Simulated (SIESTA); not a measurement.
## TiO2 under changes of volume

One of the cells (11.711 Å³/atom); the others are scaled copies at fixed shape and fractional positions:

```
Ti O
1.0
     2.70603   -2.70666    0.00000
     2.70603    2.70666    0.00000
    -2.63353    0.00000    4.79664
Ti O
2 4
Direct
  0.86589 0.13411 0.75000
  0.13411 0.86589 0.25000
  0.08876 0.33122 0.16715
  0.91124 0.66878 0.83285
  0.66878 0.91124 0.33285
  0.33122 0.08876 0.66715
```

The cell is a database's computed one.

```yaml
Program: SIESTA 5.4.2
Functional: LDA
Potentials_or_basis: PseudoDojo 0.4 standard (LDA files)
Basis: DZP (energy shift 0.003 Ry; two zetas on semicore shells)
Grid_cutoff: 800 Ry
Energy_shift: 0.003 Ry
k_mesh: 6 × 6 × 4
Occupations: fermi-dirac, width 0.05 eV
Spin: no spin polarisation
```

| volume (Å³/atom) | energy over the lowest point (meV/atom) | pressure (GPa) | gap on the mesh (eV) | largest force (eV/Å) |
| --- | --- | --- | --- | --- |
| 11.008 | 3.01 | 4.7 | 2.00 | 0.146 |
| 11.242 | 0.00 | -0.4 | 1.96 | 0.089 |
| 11.476 | 4.02 | -5.0 | 1.92 | 0.137 |
| 11.711 | 14.31 | -9.0 | 1.88 | 0.256 |
| 11.945 | ? | ? | ? | ? |
| 12.179 | 51.27 | -16.0 | 1.80 | 0.472 |
| 12.413 | 76.79 | -18.9 | 1.77 | 0.569 |

Problem. What does the run at 11.945 Å³/atom give?

Solution. Energy over the lowest point 30.25 meV/atom; pressure -12.7 GPa; gap on the mesh 1.84 eV; largest force 0.369 eV/Å.

Worked out: A Birch-Murnaghan fit of order 3 (a polynomial in V^(-2/3)) to the other rows has its minimum at 11.22 Å³/atom with B0 = V·E''(V) = 232 GPa and B' = 4.2 at fixed shape and positions, which overstates the stiffness. It gives 30.27 meV/atom at 11.945 Å³/atom, against the run's 30.25, and -dE/dV = -12.7 GPa, against -12.7. A straight line through the other rows of the gap, of slope -1.94 eV per unit of ln V, gives 1.84 eV, against the run's 1.84.

Energies are extrapolated to zero smearing.

Caveats: the basis of atomic orbitals isn't converged, which shifts pressures, moduli and gaps.

A mesh can miss the band edges.
